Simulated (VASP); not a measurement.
Input of a VASP 6.6.1 run:

POSCAR

```
Cd
1.0
    0.0000000000      2.2181497500      2.2181497500
    2.2181497500      0.0000000000      2.2181497500
    2.2181497500      2.2181497500      0.0000000000
Cd
1
Direct
    0.0000000000      0.0000000000      0.0000000000
```

INCAR.step1

```
ALGO = Normal
EDIFF = 1E-5
ENCUT = 500
GGA = PE
ISIF = 2
ISMEAR = 1
LASPH = True
LCHARG = False
LREAL = False
LWAVE = True
NELM = 60
PREC = Accurate
SIGMA = 0.1
```

The input INCAR.step2:

```
ALGO = Normal
EDIFF = 1E-6
ENCUT = 500
GGA = PE
HFSCREEN = 0.3
ISIF = 2
ISMEAR = 1
ISTART = 1
LASPH = True
LCHARG = False
LHFCALC = True
LREAL = False
LWAVE = False
NELM = 60
PREC = Accurate
PRECFOCK = Fast
SIGMA = 0.1
```

The input KPOINTS:

```
k-points
0
Gamma
  5 5 5
```

File KPOINTS_OPT:

```
path GXWKGLUWLK,UX
12
line-mode
reciprocal
 0.0000000000  0.0000000000  0.0000000000  G
 0.5000000000  0.0000000000  0.5000000000  X

 0.5000000000  0.0000000000  0.5000000000  X
 0.5000000000  0.2500000000  0.7500000000  W

 0.5000000000  0.2500000000  0.7500000000  W
 0.3750000000  0.3750000000  0.7500000000  K

 0.3750000000  0.3750000000  0.7500000000  K
 0.0000000000  0.0000000000  0.0000000000  G

 0.0000000000  0.0000000000  0.0000000000  G
 0.5000000000  0.5000000000  0.5000000000  L

 0.5000000000  0.5000000000  0.5000000000  L
 0.6250000000  0.2500000000  0.6250000000  U

 0.6250000000  0.2500000000  0.6250000000  U
 0.5000000000  0.2500000000  0.7500000000  W

 0.5000000000  0.2500000000  0.7500000000  W
 0.5000000000  0.5000000000  0.5000000000  L

 0.5000000000  0.5000000000  0.5000000000  L
 0.3750000000  0.3750000000  0.7500000000  K

 0.6250000000  0.2500000000  0.6250000000  U
 0.5000000000  0.0000000000  0.5000000000  X
```

Potentials or basis: VASP PAW PBE potentials, release 64 (Cd).

Run with:

```sh
$ cat potpaw_PBE.64/Cd/POTCAR > POTCAR
$ cp INCAR.step1 INCAR
$ mpirun -np 1 vasp_std > vasp.out
$ cp INCAR.step2 INCAR
$ mpirun -np 1 vasp_std > vasp.out
```

Question: Predict the pressure.

Answer: 2.7 GPa.

Question: What does it give for the band gap along the path?

Answer: None (metal or under the smearing width).

Levels at the corners of the path, in eV from the Fermi level:
```
point  band 3  band 4  band 5  band 6  band 7  band 8  band 9  band 10
    Γ  -10.76  -10.30  -10.30   -9.81   14.43   15.75   15.75    15.75
    X   -9.93   -9.81   -9.81   -0.95    1.56    7.25    7.25    11.64
    X   -9.93   -9.81   -9.81   -0.95    1.56    7.25    7.25    11.58
    W  -10.74  -10.22   -9.81    2.13    2.13    2.44    3.90    18.72
    W  -10.74  -10.22   -9.81    2.13    2.13    2.44    3.90    18.73
    K  -10.25  -10.15   -9.93    0.72    1.28    2.48    8.74    12.01
    K  -10.25  -10.15   -9.93    0.72    1.28    2.48    8.74    12.01
    Γ  -10.76  -10.30  -10.30   -9.81   14.43   15.75   15.75    15.75
    Γ  -10.76  -10.30  -10.30   -9.81   14.43   15.75   15.75    15.75
    L  -10.76   -9.91   -9.91   -2.66   -1.47   13.33   13.33    13.48
    L  -10.76   -9.91   -9.91   -2.66   -1.47   13.33   13.33    13.48
    U  -10.25  -10.15   -9.93    0.72    1.28    2.48    8.74    12.01
    U  -10.25  -10.15   -9.93    0.72    1.28    2.48    8.74    12.01
    W  -10.74  -10.22   -9.81    2.13    2.13    2.44    3.90    18.73
    W  -10.74  -10.22   -9.81    2.13    2.13    2.44    3.90    18.73
    L  -10.76   -9.91   -9.91   -2.66   -1.47   13.33   13.33    13.48
    L  -10.76   -9.91   -9.91   -2.66   -1.47   13.33   13.33    13.48
    K  -10.25  -10.15   -9.93    0.72    1.28    2.48    8.74    12.01
    U  -10.25  -10.15   -9.93    0.72    1.28    2.48    8.74    12.01
    X   -9.93   -9.81   -9.81   -0.95    1.56    7.25    7.25    11.49
```

Caveat: the k mesh is coarse (spacing up to 0.49 Å⁻¹), so the values aren't converged, least of all with exact exchange; the PAW data sets were made with another functional, which shifts forces and pressure a little.
